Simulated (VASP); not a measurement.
Here is a VASP 6.6.1 calculation.

Contents of POSCAR:

```
LiH
1.0
    0.0000000000      2.0367500000      2.0367500000
    2.0367500000      0.0000000000      2.0367500000
    2.0367500000      2.0367500000      0.0000000000
Li H
1 1
Direct
    0.0000000000      0.0000000000      0.0000000000
    0.5000000000      0.5000000000      0.5000000000
```

File INCAR.step1:

```
PREC = Accurate
ENCUT = 520
EDIFF = 1E-5
ISMEAR = 0
SIGMA = 0.02
LREAL = F
LASPH = T
NELM = 60
ALGO = Normal
ISIF = 2
LWAVE = T
LCHARG = F
NBANDS = 9
GGA = PE
KPAR = 4
```

Contents of INCAR.step2:

```
PREC = Accurate
ENCUT = 520
EDIFF = 1E-6
ISMEAR = 0
SIGMA = 0.02
LREAL = F
LASPH = T
NELM = 60
ALGO = Normal
ISIF = 2
LWAVE = F
LCHARG = F
GGA = PE
LHFCALC = T
HFSCREEN = 0.3
PRECFOCK = Fast
NBANDS = 9
ISTART = 1
KPAR = 4
```

File KPOINTS:

```
regular mesh
0
Gamma
  8 8 8
```

The input KPOINTS_OPT:

```
path GXWKGLUWLK,UX
8
line-mode
reciprocal
 0.0000000000  0.0000000000  0.0000000000  G
 0.5000000000  0.0000000000  0.5000000000  X

 0.5000000000  0.0000000000  0.5000000000  X
 0.5000000000  0.2500000000  0.7500000000  W

 0.5000000000  0.2500000000  0.7500000000  W
 0.3750000000  0.3750000000  0.7500000000  K

 0.3750000000  0.3750000000  0.7500000000  K
 0.0000000000  0.0000000000  0.0000000000  G

 0.0000000000  0.0000000000  0.0000000000  G
 0.5000000000  0.5000000000  0.5000000000  L

 0.5000000000  0.5000000000  0.5000000000  L
 0.6250000000  0.2500000000  0.6250000000  U

 0.6250000000  0.2500000000  0.6250000000  U
 0.5000000000  0.2500000000  0.7500000000  W

 0.5000000000  0.2500000000  0.7500000000  W
 0.5000000000  0.5000000000  0.5000000000  L

 0.5000000000  0.5000000000  0.5000000000  L
 0.3750000000  0.3750000000  0.7500000000  K

 0.6250000000  0.2500000000  0.6250000000  U
 0.5000000000  0.0000000000  0.5000000000  X
```

Potentials or basis: VASP PAW PBE potentials, release 64 (Li_sv, H).

Run with:

```console
$ cat potpaw_PBE.64/Li_sv/POTCAR potpaw_PBE.64/H/POTCAR > POTCAR
$ cp INCAR.step1 INCAR
$ mpirun -np 4 vasp_std > vasp.out
$ cp INCAR.step2 INCAR
$ mpirun -np 4 vasp_std > vasp.out
```

Predict the band gap along the path.

3.80 eV, direct.

Predict the band gap on the k mesh.

3.80 eV, direct.

Levels at the corners of the path, in eV from the valence-band top:
| point | band 1 | band 2 | band 3 | band 4 | band 5 | band 6 |
| --- | --- | --- | --- | --- | --- | --- |
| Γ | -47.27 | -5.78 | 17.02 | 18.70 | 18.70 | 18.70 |
| X | -47.22 | 0.00 | 3.80 | 11.68 | 11.68 | 14.74 |
| X | -47.22 | 0.00 | 3.80 | 11.68 | 11.68 | 14.74 |
| W | -47.22 | -0.21 | 6.11 | 6.11 | 12.52 | 18.48 |
| W | -47.22 | -0.21 | 6.11 | 6.11 | 12.52 | 18.48 |
| K | -47.22 | -0.49 | 4.97 | 8.36 | 12.81 | 16.96 |
| K | -47.22 | -0.49 | 4.97 | 8.36 | 12.81 | 16.96 |
| Γ | -47.27 | -5.78 | 17.02 | 18.70 | 18.70 | 18.70 |
| Γ | -47.27 | -5.78 | 17.02 | 18.70 | 18.70 | 18.70 |
| L | -47.23 | -2.67 | 5.62 | 14.56 | 17.31 | 17.31 |
| L | -47.23 | -2.67 | 5.62 | 14.56 | 17.31 | 17.31 |
| U | -47.22 | -0.49 | 4.97 | 8.36 | 12.81 | 16.96 |
| U | -47.22 | -0.49 | 4.97 | 8.36 | 12.81 | 16.96 |
| W | -47.22 | -0.21 | 6.11 | 6.11 | 12.52 | 18.48 |
| W | -47.22 | -0.21 | 6.11 | 6.11 | 12.52 | 18.48 |
| L | -47.23 | -2.67 | 5.62 | 14.56 | 17.31 | 17.31 |
| L | -47.23 | -2.67 | 5.62 | 14.56 | 17.31 | 17.31 |
| K | -47.22 | -0.49 | 4.97 | 8.36 | 12.81 | 16.96 |
| U | -47.22 | -0.49 | 4.97 | 8.36 | 12.81 | 16.96 |
| X | -47.22 | 0.00 | 3.80 | 11.68 | 11.68 | 14.74 |
